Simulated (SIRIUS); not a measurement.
The system is MnS.

```
Mn S
1.0
     0.00000    2.60450    2.60450
     2.60450    0.00000    2.60450
     2.60450    2.60450    0.00000
Mn S
1 1
Cartesian
  0.0000 0.0000 0.0000
  2.6045 2.6045 2.6045
```

Base run:

- Program: SIRIUS 7.12.0
- Functional: PBE
- Potentials or basis: all-electron FP-LAPW
- Cutoff: 183 eV
- Basis: apw+lo standard
- k mesh: 9 × 9 × 9
- Occupations: fermi-dirac, width 0.05 eV
- Spin: non-collinear spin, ferromagnetic start, spin-orbit coupling
- Starting moments: [4.0, 0.0] μB

Its results: net moment 4.71 μB per cell.

The run is repeated on the same cell with these changes: functional from PBE to LDA; spin from non-collinear spin, ferromagnetic start, spin-orbit coupling to collinear spin, ferromagnetic start. What comes out?

Net moment 4.54 μB per cell; site moments Mn +4.13; S +0.14 μB.

Several settings changed at once, so the effect can't be laid on one alone.

Caveats: a cell with one magnetic atom can't hold antiferromagnetic order, which such compounds often take; spin-orbit coupling enters by second variation, whose total energy isn't converged in the number of states and isn't listed, and the forces lack its term (some runs).
